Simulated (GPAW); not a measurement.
Here is a GPAW 26.7.0 calculation.

Contents of run.py:

```python
from ase.dft.bandgap import bandgap
from ase.io import read, write
from ase.units import GPa
from gpaw import GPAW, PW

atoms = read('SnSe.xyz')

calc = GPAW(mode=PW(600),
            xc='PBE',
            kpts={'size': (8, 8, 8), 'gamma': True},
            occupations={'name': 'methfessel-paxton', 'order': 0, 'width': 0.020999999999999998},
            nbands=19,
            convergence={'density': 1e-05, 'energy': 1e-05},
            maxiter=150,
            txt='gpaw.txt')
atoms.calc = calc
energy = atoms.get_potential_energy()
forces = atoms.get_forces()
stress = atoms.get_stress()
calc.write('gs.gpw')
write('result.traj', atoms)
print(f'Energy: {energy:.6f} eV')
print('Forces (eV/A):')
print(forces.round(4))
print('Stress (GPa):', (stress / GPa).round(3))
print('Fermi level:', round(calc.get_fermi_level(), 4), 'eV')
print(f'Gap: {bandgap(calc)[0]:.4f} eV, direct: {bandgap(calc, direct=True)[0]:.4f} eV')
```

The input SnSe.xyz:

```xyz
2
Lattice="0.0000000000 3.0100000000 3.0100000000 3.0100000000 0.0000000000 3.0100000000 3.0100000000 3.0100000000 0.0000000000" Properties=species:S:1:pos:R:3 pbc="T T T"
Sn     0.0000000000      0.0000000000      0.0000000000
Se     3.0100000000      3.0100000000      3.0100000000
```

Potentials or basis: GPAW PAW data sets (gpaw-data 1.2.1), pw.

Command:

```console
$ OMP_NUM_THREADS=1 python run.py
```

Q: Estimate the pressure.

A: 0.8 GPa.

Q: What does it give for the band gap on the k mesh?

A: 0.60 eV, direct.

Caveat: spin-orbit coupling is left out, which moves the levels of the heavy elements. A k mesh can miss the band edges.
